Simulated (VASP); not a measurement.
# Br (Immm) in VASP: a series of runs

One crystal, Br, is run at these levels: r2SCAN; tasks: single point.

All numbers are computed with VASP 6.6.1; they aren't measurements. Logs are shortened: lines on timing, memory, paths and dates and some standing lists are left out, and cuts for length are marked.

### 1 Starting point

The structure is orthorhombic, space group Immm (No. 71). Conventional cell: a = 2.574 Å, b = 3.440 Å, c = 7.156 Å, α = 90.00°, β = 90.00°, γ = 90.00°. Br (site symmetry mmm) has 2 Br at 2.57 Å as nearest neighbours.

### 2 Single point, r2SCAN

Contents of INCAR:

```
SYSTEM = Br
PREC = Accurate ; ENCUT = 700
EDIFF = 1E-6 ; ISMEAR = 0
SIGMA = 0.05 ; LREAL = .False.
LASPH = .True. ; NELM = 100
ALGO = Normal ; ISIF = 2
LWAVE = .False. ; LCHARG = .False.
METAGGA = R2SCAN ; LMIXTAU = .True.
NBANDS = 10 ; ADDGRID = .False.
```

Contents of KPOINTS:

```
regular mesh
0
Gamma
  5 5 5
  0 0 0
```

Contents of POSCAR:

```
Br
1.0
   -1.2867684050      1.7199972000      3.5779911600
    1.2867684050     -1.7199972000      3.5779911600
    1.2867684050      1.7199972000     -3.5779911600
Br
1
Direct
    0.0000000000      0.0000000000      0.0000000000
```

Potentials or basis: VASP PAW PBE potentials, release 64 (Br).

The run is started by

```console
$ cat potpaw_PBE.64/Br/POTCAR > POTCAR
$ mpirun -np 1 vasp_std > vasp.out
```

OUTCAR:

```text
SYSTEM = Br
   PREC = Accurate
   ENCUT = 700
   EDIFF = 1E-6
   ISMEAR = 0
   LREAL = .False.
   LASPH = .True.
   NELM = 100
   ISIF = 2
   METAGGA = R2SCAN

 Found     27 irreducible k-points:

 Following reciprocal coordinates:
            Coordinates               Weight
  0.000000  0.000000  0.000000      1.000000
  0.200000  0.000000 -0.000000      4.000000
  0.400000 -0.000000  0.000000      4.000000
  0.000000  0.200000  0.000000      4.000000
  0.200000  0.200000  0.000000      8.000000
  0.400000  0.200000  0.000000      8.000000
   k-points           NKPTS =     27   k-points in BZ     NKDIM =     27   number of bands    NBANDS=     10
   number of dos      NEDOS =    301   number of ions     NIONS =      1
   total plane-waves  NPLWV =  46656
   dimension x,y,z NGX =    36 NGY =   36 NGZ =   36
   dimension x,y,z NGXF=    72 NGYF=   72 NGZF=   72
   ions per type =               1
   NGX,Y,Z   is equivalent  to a cutoff of  14.34, 14.34, 14.34 a.u.
   NGXF,Y,Z  is equivalent  to a cutoff of  28.68, 28.68, 28.68 a.u.
 SYSTEM =  Br
   PREC   = accura    normal or accurate (medium, high low for compatibility)
   ISTART =      0    job   : 0-new  1-cont  2-samecut
   ICHARG =      2    charge: 1-file 2-atom 10-const
   ISPIN  =      1    spin polarized calculation?
   LNONCOLLINEAR =      F non collinear calculations
   LSORBIT =      F    spin-orbit coupling
   LASPH  =      T    aspherical Exc in radial PAW
   ENCUT  =  700.0 eV  51.45 Ry    7.17 a.u.   9.00  9.00  9.00*2*pi/ulx,y,z
   NELM   =    100;   NELMIN=  2; NELMDL= -5     # of ELM steps
   EDIFF  = 0.1E-05   stopping-criterion for ELM
   LREAL  =      F    real-space projection
   EDIFFG = 0.1E-04   stopping-criterion for IOM
   NSW    =      0    number of steps for IOM
   IBRION =     -1    ionic relax: 0-MD 1-quasi-New 2-CG
   NFREE  =      0    steps in history (QN), initial steepest desc. (CG)
   ISIF   =      2    stress and relaxation
   ISYM   =      2    0-nonsym 1-usesym 2-fastsym
   POTIM  = 0.5000    time-step for ionic-motion
   TEBEG  =    0.0;   TEEND  =   0.0 temperature during run
   PSTRESS=    0.0 pullay stress
   NELECT =       7.0000    total number of electrons
   NUPDOWN=      -1.0000    fix difference up-down
   EMIN   =  10.00;   EMAX   =-10.00  energy-range for DOS
   EFERMI =   0.00;   METHOD = LEGACY
   ISMEAR =     0;   SIGMA  =   0.05  broadening in eV -4-tet -1-fermi 0-gaus
   EFERMI_NEDOS =   21; number of points for ismear=-14 and -15
   IALGO  =     38    algorithm
   IMIX   =      4    mixing-type and parameters
     AMIX     =   0.40;   BMIX     =  1.00
     AMIX_MAG =   1.60;   BMIX_MAG =  1.00
  volume/ion in A,a.u.               =      31.68       213.76
  Fermi-wavevector in a.u.,A,eV,Ry     =   0.989764  1.870383 13.328717  0.979633
  Thomas-Fermi vector in A             =   2.121386
   LORBIT       =      0    0 simple, 1 ext, 2 COOP (PROOUT), +10 PAW based schemes
   METAGGA = R2SCAN    functional components
   LHFCALC =     F    Hartree Fock is set to
   AEXX    =    0.0000 exact exchange contribution
   IVDW    =     0    specifies the selected vdW correction
   LEPSILON=     F    determine dielectric tensor
   LRPA    =     F    only Hartree local field effects (RPA)
 non-spin polarized calculation
 Gauss-broadening in eV      SIGMA  =   0.05
  energy-cutoff  :      700.00
  volume of cell :       31.68
 maximum number of plane-waves:      1350
   NGX = 17   NGY = 17   NGZ = 17

 number of electron       7.0000000 magnetization

 Free energy of the ion-electron system (eV)
  ---------------------------------------------------
  ext. energy  EPLUGINS =         0.00000000
  ---------------------------------------------------
  free energy    TOTEN  =       -12.76318196 eV

  energy without entropy =      -12.75999104  energy(sigma->0) =      -12.76158650

 E-fermi :  -0.3955     XC(G=0):  -8.6340

 val. band max:       -0.4023345935   @ k =   0.2000   0.2000   0.0000
 cond. band min:      -0.3594880743   @ k =  -0.2000   0.2000   0.0000
 fundamental gap:      0.0428465192
 Fermi energy:        -0.3954673202

 k-point     1 :       0.0000    0.0000    0.0000
  band No.  band energies     occupation
      1     -16.5857      2.00000
      2      -2.1664      2.00000
      3      -1.3650      2.00000
      4       4.0033      0.00000
      5       5.8370      0.00000
      6       9.8511      0.00000
      7      12.6294      0.00000
      8      13.6444      0.00000
      9      15.2126      0.00000
     10      20.8746      0.00000

 k-point     2 :       0.2000    0.0000   -0.0000
  band No.  band energies     occupation
      1     -16.4264      2.00000
      2      -2.7092      2.00000
      3      -2.2288      2.00000
      4       4.0564      0.00000
      5       7.1381      0.00000
      6      10.1864      0.00000
      7      11.8576      0.00000
      8      13.7746      0.00000
      9      19.4984      0.00000
     10      21.3018      0.00000

 k-point     3 :       0.4000   -0.0000    0.0000
  band No.  band energies     occupation
      1     -16.1468      2.00000
      2      -4.1919      2.00000
      3      -2.4769      2.00000
      4       4.1451      0.00000
      5       7.0551      0.00000
      6      11.9123      0.00000
      7      13.9120      0.00000
      8      15.5549      0.00000
      9      18.7931      0.00000
     10      20.7867      0.00000

 k-point     4 :       0.0000    0.2000    0.0000
  band No.  band energies     occupation
      1     -15.8027      2.00000
      2      -1.7799      2.00000
      3      -0.7849      2.00000
      4      -0.4636      1.94605
      5       7.1031      0.00000
      6      10.5178      0.00000
      7      13.6968      0.00000
      8      14.1148      0.00000
      9      16.7180      0.00000
     10      17.5787      0.00000

 k-point     5 :       0.2000    0.2000    0.0000
  band No.  band energies     occupation
      1     -15.6235      2.00000
      2      -2.3491      2.00000
      3      -1.7458      2.00000
      4      -0.4023      1.15401
      5       8.5492      0.00000
      6      10.9416      0.00000
      7      13.3741      0.00000
      8      14.9348      0.00000
      9      16.2416      0.00000
     10      19.2762      0.00000

 k-point     6 :       0.4000    0.2000    0.0000
  band No.  band energies     occupation
      1     -15.3682      2.00000
      2      -3.5072      2.00000
      3      -2.0224      2.00000
      4      -0.2556      0.00008
      5       8.1743      0.00000
      6      12.2156      0.00000
      7      14.3042      0.00000
      8      16.0136      0.00000
      9      17.5347      0.00000
     10      18.5718      0.00000

 [... further k-points ...]

------------------------ aborting loop because EDIFF is reached ----------------------------------------

  FORCE on cell =-STRESS in cart. coord.  units (eV):
  Direction    XX          YY          ZZ          XY          YZ          ZX
  --------------------------------------------------------------------------------------
  -------------------------------------------------------------------------------------
  Total        1.0789544     -0.0994880     -0.0445096      0.0000000      0.0000000      0.0000000
  in kB       54.5740649     -5.0321542     -2.2513204      0.0000000      0.0000000      0.0000000
  external PRESSURE =      15.7635301 kB  Pullay stress =       0.0000000 kB

 VOLUME and BASIS-vectors are now :
 -----------------------------------------------------------------------------
  energy-cutoff  :      700.00
  volume of cell :       31.68
      direct lattice vectors                 reciprocal lattice vectors
    -1.286768405  1.719997200  3.577991160     0.000000000  0.290698148  0.139743218
     1.286768405 -1.719997200  3.577991160     0.388570312  0.000000000  0.139743218
     1.286768405  1.719997200 -3.577991160     0.388570312  0.290698148  0.000000000

 POSITION                                       TOTAL-FORCE (eV/Angst)
 -----------------------------------------------------------------------------------
      0.00000      0.00000      0.00000        -0.000000     -0.000000      0.000000
 -----------------------------------------------------------------------------------
    total drift:                               -0.000000      0.000000      0.000000

  FREE ENERGIE OF THE ION-ELECTRON SYSTEM (eV)
  ---------------------------------------------------
  free  energy   TOTEN  =       -12.7631819590 eV

  energy  without entropy=      -12.7599910376  energy(sigma->0) =      -12.76158650
```

Run time: 68 s. Hardware: 1 thread of Intel Xeon Platinum 8375C at 2.90GHz (Ice Lake), shared host; peak memory 0.21 GiB.

The run converged, but some of its settings lie outside the range that counts as converged, so its numbers aren't taken as properties of the crystal.

Results:

- Free energy: -12.7632 eV
- Pressure: 1.6 GPa
- Band gap on the k mesh: none (metal or under the smearing width)

Caveat: the k mesh is coarse (spacing up to 0.61 Å⁻¹), so the values aren't converged; the PAW data sets were made with another functional, which shifts forces and pressure a little; an odd number of electrons without spin polarisation forces a metal; a magnetic or distorted state may lie lower.

### 3 Single point, r2SCAN

Edit INCAR of step 2 so:

```diff
@@ -1,3 +1,3 @@
 SYSTEM = Br
-PREC = Accurate ; ENCUT = 700
+PREC = Accurate ; ENCUT = 550
 EDIFF = 1E-6 ; ISMEAR = 0
```

Contents of KPOINTS:

```
regular mesh
0
Gamma
  6 6 6
  0 0 0
```

POSCAR is that of step 2.

Potentials or basis: VASP PAW PBE potentials, release 64 (Br).

The run is started by

```console
$ cat potpaw_PBE.64/Br/POTCAR > POTCAR
$ mpirun -np 1 vasp_std > vasp.out
```

Wall time 58 s (1 thread of Intel Xeon Platinum 8375C at 2.90GHz (Ice Lake), shared host); peak memory 0.18 GiB.

These settings aren't checked as converged: the numbers below hold their error.

Results:

* Free energy: -12.9901 eV
* Pressure: 0.0 GPa
* Band gap on the k mesh: none (metal or under the smearing width)

Caveat: the k mesh is coarse (spacing up to 0.51 Å⁻¹), so the values aren't converged; the PAW data sets were made with another functional, which shifts forces and pressure a little; an odd number of electrons without spin polarisation forces a metal; a magnetic or distorted state may lie lower.

### 4 The reference run

An earlier run on the cell as given: functional PBE; potentials or basis VASP PAW PBE potentials, release 64 (Br); cutoff 520 eV; k mesh 13 × 13 × 13; occupations fermi-dirac, width 0.05 eV; no spin polarisation.

* Pressure: 1.1 GPa
* Band gap on the k mesh: none (metal or under the smearing width)
